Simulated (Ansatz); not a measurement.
# InAs (F-43m) in Ansatz: notebook, part 2 of 3

Ansatz 0.2.0. Earlier steps stand in the parts before.

## Step 4: Phonons, LDA

input.yaml reads:

```yaml
crystal:
  lattice:
    - [0.0, 3.018, 3.018]
    - [3.018, 0.0, 3.018]
    - [3.018, 3.018, 0.0]
  atoms:
    - { symbol: In, position: [0.0, 0.0, 0.0] }
    - { symbol: As, position: [0.75, 0.75, 0.75] }
kpoints:
  mp_grid: { grid: [6, 6, 6] }
scf:
  occupations: { method: fermi_dirac, width: 0.05 }
hamiltonian:
  xc: lda
  pseudopotentials: { kind: all_electron, lapw: { basis_error: 0.001 } }
output: {}
phonons:
  method: fd
  supercell: [1, 1, 1]
```

Potentials or basis: all-electron LAPW, scalar-relativistic.

On the command line:

```sh
ansatz run input.yaml --threads 1 --pin off --max-ram 3072MiB --backend cpu --events-out ev --progress --plain --runs-dir out
```

Standard output:

```text
Warning: RAYON_NUM_THREADS=1 ignored (pool sized by the plan → 1); use --threads N
LAPW: plane waves up to 8.956 Å⁻¹, error target 1.0e-3 eV per atom; small_component_spin mean_spin; As in spheres of 1.231 Å, 23 of its electrons in bands, Dirac shells []; In in spheres of 1.305 Å, 21 of its electrons in bands, Dirac shells [] (how accurate: hamiltonian.pseudopotentials.lapw.basis_error, Limitations)
Engine: ansatz 0.2.0, x86_64-unknown-linux-gnu
Pseudopotentials: kind: all_electron
Pseudopotential: In, LAPW, valence charge 21, lapw/all_electron/scalar/gaussian/In, Koelling and Harmon's equation, gaussian nucleus
Pseudopotential: As, LAPW, valence charge 23, lapw/all_electron/scalar/gaussian/As, Koelling and Harmon's equation, gaussian nucleus
Functional definition: SPW92
  exchange = slater_x
  correlation = pw_c
Crystal: 2 atoms, lattice volume = 54.978 Å³
Basis set: ecut = 305.58502266811274 eV, 645 PW (Γ), exchange–correlation at level 2
Bands: 27, of which v1, the nominal top of the filled ones, is band 22 counted from 1 (21 counted from 0)
Symmetry: 24 space group operations
k-points: 16 of 216 (time reversal used)
Non-local potential: In, projectors of the file, none
Non-local potential: As, projectors of the file, none
Initial density: superposition of atomic densities (chi_scale 0.1, normalization cell, long waves kept (reshape's long-wave potential 0.00 eV rms))
Initial wavefunctions: plane waves of lowest kinetic energy (no species holds an atomic orbital)
Functional: x = slater, c = lda
iter 1 solved again at ethr=1.89e-3 eV; its pass at ethr=1.00e-1 eV (dr2=8.32e-1 eV) is discarded
SCF iter   1: F=—  HF=-221347.733029 eV  |F-HF|=—  |Δ(HF+E_count)|=         —  Δρ=2.89e-2  dr2=8.34e-1  ethr=1.89e-3  ⟨swp⟩=2.0  Hψ=2736  notcnv=0
preconditioner: auto → none  [insulator: Δε(μ)=1.253 eV  Ē_g=15.054 eV  σ=0.050 eV  W_gap=0.74  n_scr=14 (ndim 8)  ℏωp=21.2 eV  f_vac=0.138  D(μ)=0.14/eV (n_scr^D=0)  ε∞_Penn≈3.0]
iter 2 solved again at ethr=9.54e-5 eV; its pass at ethr=1.89e-3 eV (dr2=4.20e-2 eV) is discarded
SCF iter   2: F=—  HF=-221347.454233 eV  |F-HF|=—  |Δ(HF+E_count)|=   2.79e-1  Δρ=9.23e-3  dr2=4.19e-2  ethr=9.54e-5  ⟨swp⟩=2.0  Hψ=2197  notcnv=0
SCF iter   3: F=—  HF=-221347.428768 eV  |F-HF|=—  |Δ(HF+E_count)|=   2.55e-2  Δρ=4.50e-3  dr2=1.09e-2  ethr=9.53e-5  ⟨swp⟩=2.0  Hψ=1264  notcnv=0
SCF iter   4: F=—  HF=-221347.425964 eV  |F-HF|=—  |Δ(HF+E_count)|=         —  Δρ=1.93e-3  dr2=2.30e-3  ethr=2.49e-5  ⟨swp⟩=2.0  Hψ=1185  notcnv=0
the basis was enlarged: its passes take 91.1 KiB over the memory plan, 1 of 1 planned eigensolver slots
SCF iter   5: F=—  HF=-221347.425084 eV  |F-HF|=—  |Δ(HF+E_count)|=   8.79e-4  Δρ=4.34e-4  dr2=1.19e-4  ethr=5.23e-6  ⟨swp⟩=2.0  Hψ=1185  notcnv=0
SCF iter   6: F=—  HF=-221347.425052 eV  |F-HF|=—  |Δ(HF+E_count)|=   3.19e-5  Δρ=5.85e-5  dr2=1.46e-6  ethr=2.69e-7  ⟨swp⟩=2.0  Hψ=1185  notcnv=0
SCF iter   7: F=—  HF=-221347.425052 eV  |F-HF|=—  |Δ(HF+E_count)|=   3.72e-7  Δρ=7.12e-6  dr2=2.29e-8  ethr=3.32e-9  ⟨swp⟩=2.0  Hψ=1185  notcnv=0
SCF iter   8: F=-221347.425052 eV  HF=-221347.425052 eV  |F-HF|=3.20e-10  |Δ(HF+E_count)|=   1.27e-8  Δρ=8.53e-7  dr2=3.57e-10  ethr=5.22e-11  ⟨swp⟩=2.4  Hψ=1193  notcnv=0
SCF 1 converged in 8 iterations: F = -221347.425052 eV  dr2 = 3.57e-10
Symmetry: 4 space group operations
k-points: 46 of 216 (time reversal used)
Initial density: handed on by an earlier stage of this run
Initial wavefunctions: plane waves of lowest kinetic energy (no species holds an atomic orbital; no wavefunctions were taken with the density)
iter 1 solved again at ethr=1.34e-7 eV; its pass at ethr=1.00e-1 eV (dr2=5.90e-5 eV) is discarded
SCF iter   1: F=—  HF=-221347.424696 eV  |F-HF|=—  |Δ(HF+E_count)|=         —  Δρ=2.78e-4  dr2=4.37e-5  ethr=1.34e-7  ⟨swp⟩=5.1  Hψ=10446  notcnv=0
preconditioner: auto → none  [insulator: Δε(μ)=0.759 eV  Ē_g=15.400 eV  σ=0.050 eV  W_gap=0.57  n_scr=14 (ndim 8)  ℏωp=21.2 eV  f_vac=0.200  D(μ)=0.12/eV (n_scr^D=0)  ε∞_Penn≈2.9]
iter 2 solved again at ethr=9.89e-9 eV; its pass at ethr=9.93e-8 eV (dr2=4.35e-6 eV) is discarded
SCF iter   2: F=—  HF=-221347.424684 eV  |F-HF|=—  |Δ(HF+E_count)|=   1.21e-5  Δρ=1.03e-4  dr2=4.33e-6  ethr=9.89e-9  ⟨swp⟩=2.0  Hψ=5940  notcnv=0
SCF iter   3: F=—  HF=-221347.424684 eV  |F-HF|=—  |Δ(HF+E_count)|=   5.18e-8  Δρ=3.09e-5  dr2=3.70e-7  ethr=9.84e-9  ⟨swp⟩=2.0  Hψ=3405  notcnv=0
SCF iter   4: F=—  HF=-221347.424684 eV  |F-HF|=—  |Δ(HF+E_count)|=   6.66e-8  Δρ=3.80e-6  dr2=5.15e-9  ethr=8.41e-10  ⟨swp⟩=2.0  Hψ=3405  notcnv=0
SCF iter   5: F=-221347.424684 eV  HF=-221347.424684 eV  |F-HF|=3.49e-10  |Δ(HF+E_count)|=   1.92e-9  Δρ=8.06e-7  dr2=3.05e-10  ethr=1.17e-11  ⟨swp⟩=3.0  Hψ=3523  notcnv=0
SCF 2 converged in 5 iterations: F = -221347.424684 eV  dr2 = 3.05e-10
iter 1 solved again at ethr=3.59e-7 eV; its pass at ethr=1.00e-1 eV (dr2=1.58e-4 eV) is discarded
SCF iter   1: F=—  HF=-221347.424737 eV  |F-HF|=—  |Δ(HF+E_count)|=         —  Δρ=3.99e-4  dr2=1.46e-4  ethr=3.59e-7  ⟨swp⟩=4.8  Hψ=10254  notcnv=0
preconditioner: auto → none  [insulator: Δε(μ)=0.758 eV  Ē_g=15.400 eV  σ=0.050 eV  W_gap=0.57  n_scr=14 (ndim 8)  ℏωp=21.2 eV  f_vac=0.200  D(μ)=0.12/eV (n_scr^D=0)  ε∞_Penn≈2.9]
iter 2 solved again at ethr=1.68e-8 eV; its pass at ethr=3.31e-7 eV (dr2=7.40e-6 eV) is discarded
SCF iter   2: F=—  HF=-221347.424685 eV  |F-HF|=—  |Δ(HF+E_count)|=   5.16e-5  Δρ=1.29e-4  dr2=7.38e-6  ethr=1.68e-8  ⟨swp⟩=2.0  Hψ=5945  notcnv=0
SCF iter   3: F=—  HF=-221347.424684 eV  |F-HF|=—  |Δ(HF+E_count)|=   1.22e-6  Δρ=4.48e-5  dr2=7.94e-7  ethr=1.68e-8  ⟨swp⟩=2.0  Hψ=3405  notcnv=0
SCF iter   4: F=—  HF=-221347.424684 eV  |F-HF|=—  |Δ(HF+E_count)|=   1.67e-8  Δρ=4.62e-6  dr2=1.17e-8  ethr=1.80e-9  ⟨swp⟩=2.0  Hψ=3405  notcnv=0
SCF iter   5: F=-221347.424684 eV  HF=-221347.424684 eV  |F-HF|=2.33e-10  |Δ(HF+E_count)|=   4.19e-9  Δρ=1.51e-6  dr2=8.40e-10  ethr=2.66e-11  ⟨swp⟩=2.8  Hψ=3454  notcnv=0
SCF 3 converged in 5 iterations: F = -221347.424684 eV  dr2 = 8.40e-10
SCF converged after 8 iterations
Free energy (F): -221347.425052 eV
Harris-Foulkes:  -221347.425052 eV  (|F-HF|=3.20e-10)
Internal energy: -221347.424121 eV  (E = F + TS)
E sigma→0 (E₀):  -221347.424587 eV
Entropy (-TS):   -0.000931 eV (-0.465 meV/atom)
Fermi energy:    9.478103 eV
--- Per-component energies (eV) ---
  E_band       = -1920.844519
  E_kinetic    = 230584.148280
  E_xc         = -6409.383896
  E_electrostatic = -445522.188505  (all electrons and nuclei)
  E_smearing   = -0.000931  (= −TS)
  E_closure    = 0.000000  (closes the sum)
  E_atoms      = -221338.428622  (free atoms, spherical and without spin; not in F)
  Σ components = -221347.425052   (vs F -221347.425052, Δ=0.00e0)
  Basis errors (estimates in eV, not in F): energy 4.1e-4 per atom: plane waves 3.9e-4 (2.3e-4 summed), levels above the bands 3.3e-75, relativity 5.4e-9, radial functions 2.6e-5, core shells 1.0e-6; eigenvalues (radial functions only) 4.7e-7; not estimated: angular momenta, meshes, grids; target (lapw.basis_error) 1.0e-3; muffin-tin radii As 1.231 Å, In 1.305 Å
--- Forces (eV/Å), atoms counted from 1 ---
  atom   1  In     0.00000000    -0.00000000    -0.00000000
  atom   2  As    -0.00000000     0.00000000     0.00000000
  max |Σ_I F_I| component: 0.00e0 eV/Å
--- Band table (eV; the first three rows and the last of 16) ---
  k-point 0: bands = ["-174.2060", "-118.1215", "-118.1215", "-118.1215", "-105.4136", "-64.0125", "-64.0125", "-64.0125", "-25.6845", "-25.6845", "-25.6845", "-25.6761", "-25.6761", "-4.9099", "-4.9099", "-4.9099", "-4.7789", "-4.7789", "-2.5329", "9.0246", "9.4424", "9.4424", "9.4424", "13.2731", "13.2731", "13.2731", "16.7300"]
  k-point 1: bands = ["-174.2060", "-118.1215", "-118.1215", "-118.1215", "-105.4136", "-64.0126", "-64.0125", "-64.0125", "-25.6845", "-25.6844", "-25.6844", "-25.6760", "-25.6760", "-4.9471", "-4.8997", "-4.8997", "-4.7790", "-4.7790", "-2.2453", "6.8377", "9.1213", "9.1213", "10.5479", "13.6564", "13.7232", "13.7232", "17.8437"]
  k-point 2: bands = ["-174.2060", "-118.1215", "-118.1215", "-118.1215", "-105.4136", "-64.0126", "-64.0125", "-64.0125", "-25.6845", "-25.6843", "-25.6843", "-25.6760", "-25.6760", "-5.0136", "-4.8830", "-4.8830", "-4.7752", "-4.7752", "-1.5315", "4.6059", "8.6341", "8.6341", "10.3929", "14.0963", "14.0963", "15.4606", "17.4238"]
  k-point 15: bands = ["-174.2060", "-118.1215", "-118.1215", "-118.1215", "-105.4136", "-64.0126", "-64.0126", "-64.0126", "-25.6847", "-25.6842", "-25.6840", "-25.6761", "-25.6757", "-5.0874", "-4.8492", "-4.8318", "-4.8021", "-4.7656", "-0.4499", "3.5924", "6.5847", "6.6341", "12.4216", "12.7920", "15.7826", "16.3299", "19.0885"]
--- Phonons: 2 displaced members + reference (amplitude 0.01 Å, Σ member SCF iterations 10) ---
  symmetry images taken by strict's conditions (phonons.symmetry_images: auto; settled by no image being taken that strict refuses)
  ASR residual: 9.305e-4 → 0.000e0 eV/Å²; symmetrization residual: 3.113e-4 eV/Å²
  largest component of a force at the reference: 4.2e-17 eV/Å
  ASR residual per site (eV/Å²): 3.60e-4 9.31e-4
  Γ frequencies (cm⁻¹): 0.00 0.00 0.00 210.11 210.11 210.11
  density of states and harmonic sums: on the 18×18×18 q-mesh, interpolated from the force constants of a 1×1×1 supercell (no non-analytic term)
  largest difference from the sums on the solved wave vectors: F 5.41e-1 eV, S 7.99e-4 and C_V 2.58e-4 eV/K
  zero-point energy: 0.052878 eV/cell   skipped modes (ω ≤ 0): 3   left out of the sums: 8.57e-5 of the cell's modes: C_V's classical limit lies that fraction below 3 k_B per atom; for a crystal, a wire or a layer, F and S can be off by more, and a phonons.interpolated_qmesh denser along its periods is the remedy for the sampling
```

phthermo.tsv:

```text
# format = ansatz-phthermo/1
# interpolated_qmesh = 18 18 18
# force_constants_supercell = 1 1 1
# non_analytic_term = not included (the non-analytic LO-TO correction is not applied to the interpolated dynamical matrix; polar crystals: no LO-TO splitting at GAMMA, and LO and other optical branches, acoustic branches and sound speeds, and with them the density of states and the thermodynamics, can be off between the wave vectors that the force constants were sampled on, most near GAMMA; a larger extent of the force constants narrows that region and is not shown to mend the acoustic slopes)
# zero_point_energy_ev = 5.2877717803e-2
# n_skipped_modes = 3
# share_of_modes_left_out = 8.5733882030e-5
# rigid_motions_known_by = geometry
# t_k	f_vib_ev	s_ev_per_k	c_v_ev_per_k
0.0000	5.2877717803e-2	0.0000000000e0	0.0000000000e0
10.0000	5.2876583751e-2	5.1907791484e-7	1.7476173409e-6
20.0000	5.2853750324e-2	5.1958690832e-6	1.7238239168e-5
30.0000	5.2741534006e-2	1.9010840542e-5	5.7305908247e-5
40.0000	5.2439685514e-2	4.2870828835e-5	1.1260931068e-4
50.0000	5.1858923530e-2	7.4280826773e-5	1.7077447883e-4
[... 93 lines left out ...]
990.0000	-8.3521110202e-1	1.3626500515e-3	5.1499285515e-4
1000.0000	-8.4886352581e-1	1.3678261030e-3	5.1503259454e-4
```

Wall time 90 s (1 thread of Intel Xeon at 2.50GHz (Skylake/Cascade Lake), shared host); peak memory 0.4 GiB.

Results:

```yaml
Free_energy: -221347.4251 eV
Band_gap_on_the_k_mesh: none (metal or under the smearing width)
Highest_phonon_frequency_at_Γ: 210 cm⁻¹
```

Phonon frequencies in cm⁻¹ (negative: imaginary):
| q point | frequencies |
| --- | --- |
| (0.000, 0.000, 0.000) | 0 0 0 210 210 210 |

Caveat: the k mesh is thin for a metal, which can move the energy by tens of meV per atom; a metal's response needs a denser mesh; this crystal is a semiconductor, whose small gap the functional closes, so the metal is an error of the method.

## Step 5: Band structure, PBEsol

input.yaml reads:

```yaml
crystal:
  lattice:
    - [0.0, 3.018, 3.018]
    - [3.018, 0.0, 3.018]
    - [3.018, 3.018, 0.0]
  atoms:
    - { symbol: In, position: [0.0, 0.0, 0.0] }
    - { symbol: As, position: [0.75, 0.75, 0.75] }
kpoints:
  mp_grid: { grid: [8, 8, 8] }
  band_path:
    path:
      - [0.0, 0.0, 0.0]
      - [0.5, 0.0, 0.5]
      - [0.5, 0.25, 0.75]
      - [0.375, 0.375, 0.75]
      - [0.0, 0.0, 0.0]
      - [0.5, 0.5, 0.5]
      - [0.625, 0.25, 0.625]
      - [0.5, 0.25, 0.75]
    npoints: 8
scf:
  occupations: { method: fermi_dirac, width: 0.05 }
hamiltonian:
  xc: pbesol
  pseudopotentials: { kind: all_electron, lapw: { basis_error: 0.001 } }
output:
  forces: true
  stress: true
  eigenvalues: true
```

Potentials or basis: all-electron LAPW, scalar-relativistic.

On the command line:

```sh
ansatz run input.yaml --threads 1 --pin off --max-ram 3072MiB --backend cpu --events-out ev --progress --plain --runs-dir out
```

Standard output:

```text
Warning: RAYON_NUM_THREADS=1 ignored (pool sized by the plan → 1); use --threads N
LAPW: plane waves up to 8.620 Å⁻¹, error target 1.0e-3 eV per atom; small_component_spin mean_spin; As in spheres of 1.266 Å, 23 of its electrons in bands, Dirac shells []; In in spheres of 1.348 Å, 21 of its electrons in bands, Dirac shells [] (how accurate: hamiltonian.pseudopotentials.lapw.basis_error, Limitations)
[... 4 set-up lines as earlier in the session ...]
Functional definition: PBEsol
  exchange = pbesol_x
  correlation = pbesol_c
Crystal: 2 atoms, lattice volume = 54.978 Å³
Basis set: ecut = 283.1196097783283 eV, 609 PW (Γ), exchange–correlation at level 2
Bands: 27, of which v1, the nominal top of the filled ones, is band 22 counted from 1 (21 counted from 0)
[... 2 set-up lines as earlier in the session ...]
k-points: 29 of 512 (time reversal used)
[... 4 set-up lines as earlier in the session ...]
Functional: x = pbesol(κ = 0.804, μ = 0.12345679012345678), c = pbesol(β = 0.046)
iter 1 solved again at ethr=1.81e-3 eV; its pass at ethr=1.00e-1 eV (dr2=7.96e-1 eV) is discarded
SCF iter   1: F=—  HF=-221455.054198 eV  |F-HF|=—  |Δ(HF+E_count)|=         —  Δρ=2.83e-2  dr2=7.97e-1  ethr=1.81e-3  ⟨swp⟩=2.0  Hψ=4981  notcnv=0
preconditioner: auto → Kerker (q_TF=auto, 2.629 Å⁻¹)  [metal: Δε(μ)=0.096 eV  Ē_g=15.049 eV  σ=0.050 eV  W_gap=0.38  n_scr=14 (ndim 8)  ℏωp=21.2 eV  f_vac=0.130  D(μ)=0.05/eV (n_scr^D=0)]
SCF iter   2: F=—  HF=-221454.860049 eV  |F-HF|=—  |Δ(HF+E_count)|=   1.94e-1  Δρ=1.78e-2  dr2=3.28e-1  ethr=1.81e-3  ⟨swp⟩=2.0  Hψ=2343  notcnv=0
preconditioner: auto → none  [insulator: Δε(μ)=1.117 eV  Ē_g=15.385 eV  σ=0.050 eV  W_gap=0.75  n_scr=14 (ndim 8)  ℏωp=21.2 eV  f_vac=0.144  D(μ)=0.06/eV (n_scr^D=0)  ε∞_Penn≈2.9]
iter 3 solved again at ethr=7.58e-6 eV; its pass at ethr=7.45e-4 eV (dr2=3.33e-3 eV) is discarded
SCF iter   3: F=—  HF=-221454.780655 eV  |F-HF|=—  |Δ(HF+E_count)|=   7.94e-2  Δρ=3.07e-3  dr2=3.34e-3  ethr=7.58e-6  ⟨swp⟩=2.0  Hψ=3955  notcnv=0
SCF iter   4: F=—  HF=-221454.777514 eV  |F-HF|=—  |Δ(HF+E_count)|=         —  Δρ=1.12e-3  dr2=8.72e-4  ethr=7.58e-6  ⟨swp⟩=2.9  Hψ=2304  notcnv=0
the basis was enlarged: its passes take 118.3 KiB over the memory plan, 1 of 1 planned eigensolver slots
SCF iter   5: F=—  HF=-221454.776486 eV  |F-HF|=—  |Δ(HF+E_count)|=   1.03e-3  Δρ=2.58e-4  dr2=2.99e-5  ethr=1.98e-6  ⟨swp⟩=2.9  Hψ=2231  notcnv=0
SCF iter   6: F=—  HF=-221454.776455 eV  |F-HF|=—  |Δ(HF+E_count)|=   3.06e-5  Δρ=9.84e-5  dr2=7.65e-6  ethr=6.78e-8  ⟨swp⟩=2.8  Hψ=2218  notcnv=0
SCF iter   7: F=—  HF=-221454.776451 eV  |F-HF|=—  |Δ(HF+E_count)|=   3.71e-6  Δρ=2.06e-5  dr2=2.01e-7  ethr=1.74e-8  ⟨swp⟩=2.9  Hψ=2227  notcnv=0
SCF iter   8: F=-221454.776452 eV  HF=-221454.776452 eV  |F-HF|=4.95e-9  |Δ(HF+E_count)|=   3.60e-7  Δρ=2.29e-6  dr2=3.40e-9  ethr=4.56e-10  ⟨swp⟩=3.0  Hψ=2304  notcnv=0
SCF 1 converged in 8 iterations: F = -221454.776452 eV  dr2 = 3.40e-9
NSCF: frozen V_eff on 57 k-points
SCF converged after 8 iterations
Free energy (F): -221454.776452 eV
Harris-Foulkes:  -221454.776452 eV  (|F-HF|=4.95e-9)
Internal energy: -221454.775915 eV  (E = F + TS)
E sigma→0 (E₀):  -221454.776183 eV
Entropy (-TS):   -0.000537 eV (-0.269 meV/atom)
Fermi energy:    9.655515 eV
--- Per-component energies (eV) ---
  E_band       = -1915.444150
  E_kinetic    = 230745.829198
  E_xc         = -6518.366941
  E_electrostatic = -445682.238172  (all electrons and nuclei)
  E_smearing   = -0.000537  (= −TS)
  E_closure    = 0.000000  (closes the sum)
  E_atoms      = -221446.320134  (free atoms, spherical and without spin; not in F)
  Σ components = -221454.776452   (vs F -221454.776452, Δ=0.00e0)
  Basis errors (estimates in eV, not in F): energy 4.4e-4 per atom: plane waves 4.0e-4 (2.3e-4 summed), levels above the bands 8.9e-75, relativity 1.6e-8, radial functions 4.2e-5, core shells 4.1e-7; eigenvalues (radial functions only) 1.2e-6; not estimated: angular momenta, meshes, grids; target (lapw.basis_error) 1.0e-3; muffin-tin radii As 1.266 Å, In 1.348 Å
--- Forces (eV/Å), atoms counted from 1 ---
  atom   1  In     0.00000000    -0.00000000     0.00000000
  atom   2  As    -0.00000000     0.00000000    -0.00000000
  max |Σ_I F_I| component: 1.39e-17 eV/Å
--- Stress (GPa, compression-positive) ---
        1.522364      -0.000000      -0.000000
       -0.000000       1.522364       0.000000
       -0.000000       0.000000       1.522364
  P = ⅓ Tr σ = 1.5224 GPa (15.224 kbar)
--- Band table (eV; the first three rows and the last of 29) ---
  k-point 0: bands = ["-174.5923", "-118.1529", "-118.1529", "-118.1529", "-105.4208", "-63.9476", "-63.9476", "-63.9476", "-25.4079", "-25.4079", "-25.4079", "-25.3998", "-25.3998", "-4.7428", "-4.7428", "-4.7428", "-4.6120", "-4.6120", "-2.3196", "9.3480", "9.6084", "9.6084", "9.6084", "13.4783", "13.4783", "13.4783", "16.9651"]
  k-point 1: bands = ["-174.5923", "-118.1529", "-118.1529", "-118.1529", "-105.4208", "-63.9477", "-63.9476", "-63.9476", "-25.4079", "-25.4078", "-25.4078", "-25.3997", "-25.3997", "-4.7644", "-4.7367", "-4.7367", "-4.6122", "-4.6122", "-2.1550", "7.6879", "9.4125", "9.4125", "10.6702", "13.6171", "13.7625", "13.7625", "17.8185"]
  k-point 2: bands = ["-174.5923", "-118.1529", "-118.1529", "-118.1529", "-105.4208", "-63.9477", "-63.9477", "-63.9477", "-25.4079", "-25.4078", "-25.4078", "-25.3997", "-25.3997", "-4.8127", "-4.7236", "-4.7236", "-4.6110", "-4.6110", "-1.7047", "5.8649", "9.0280", "9.0280", "10.7959", "14.1980", "14.1980", "14.7082", "17.8284"]
  k-point 28: bands = ["-174.5923", "-118.1529", "-118.1529", "-118.1529", "-105.4208", "-63.9477", "-63.9477", "-63.9477", "-25.4079", "-25.4079", "-25.4074", "-25.3997", "-25.3994", "-4.9106", "-4.6909", "-4.6659", "-4.6285", "-4.6039", "-0.2165", "3.8573", "6.6035", "6.6820", "13.8149", "13.8233", "14.5534", "15.5965", "19.4042"]
```

bands.tsv:

```text
# k_distance	band_0	band_1	band_2	band_3	band_4	band_5	band_6	band_7	band_8	band_9	band_10	band_11	band_12	band_13	band_14	band_15	band_16	band_17	band_18	band_19	band_20	band_21	band_22	band_23	band_24	band_25	band_26
# fermi_ev = 9.655515
[... 67 lines left out ...]
4.894525	-184.247802	-127.808419	-127.808418	-127.808418	-115.076341	-73.603256	-73.603241	-73.603211	-35.063441	-35.063342	-35.062900	-35.055229	-35.054927	-14.566174	-14.346121	-14.321512	-14.284248	-14.259203	-9.875753	-5.797469	-3.102621	-2.902107	3.937686	4.220287	5.024098	6.010345	9.689871
4.940529	-184.247802	-127.808419	-127.808418	-127.808418	-115.076341	-73.603256	-73.603241	-73.603211	-35.063401	-35.063383	-35.062898	-35.055227	-35.054928	-14.566100	-14.346367	-14.321395	-14.284031	-14.259412	-9.872022	-5.798187	-3.052059	-2.973514	4.159405	4.167742	4.897911	5.940940	9.748653
```

Run time: 37 s. Hardware: 1 thread of Intel Xeon at 2.50GHz (Skylake/Cascade Lake), shared host; peak memory 0.33 GiB.

What came out:

```
Free energy             : -221454.7765 eV
Pressure                : 1.5 GPa
Band gap along the path : none (metal or under the smearing width)
```

Levels at the corners of the path, in eV from the Fermi level:
| point | band 18 | band 19 | band 20 | band 21 | band 22 | band 23 | band 24 | band 25 | band 26 | band 27 |
| --- | --- | --- | --- | --- | --- | --- | --- | --- | --- | --- |
| Γ | -14.27 | -11.98 | -0.31 | -0.05 | -0.05 | -0.05 | 3.82 | 3.82 | 3.82 | 7.31 |
| X | -14.24 | -9.93 | -5.94 | -2.40 | -2.40 | 1.39 | 1.94 | 9.06 | 9.22 | 9.22 |
| W | -14.26 | -9.87 | -5.80 | -3.05 | -2.97 | 4.16 | 4.17 | 4.90 | 5.94 | 9.75 |
| K | -14.26 | -9.94 | -5.81 | -3.38 | -2.03 | 1.98 | 4.18 | 7.21 | 7.35 | 7.67 |
| Γ | -14.27 | -11.98 | -0.31 | -0.05 | -0.05 | -0.05 | 3.82 | 3.82 | 3.82 | 7.31 |
| L | -14.26 | -10.48 | -5.88 | -1.05 | -1.05 | 0.84 | 4.59 | 4.59 | 6.68 | 8.89 |
| U | -14.26 | -9.94 | -5.81 | -3.38 | -2.03 | 1.98 | 4.18 | 7.21 | 7.35 | 7.67 |
| W | -14.26 | -9.87 | -5.80 | -3.05 | -2.97 | 4.16 | 4.17 | 4.90 | 5.94 | 9.75 |

Caveat: spin-orbit coupling is left out, which moves the levels of the heavy elements; this crystal is a semiconductor, whose small gap the functional closes, so the metal is an error of the method.

[end of part 2 of 3]
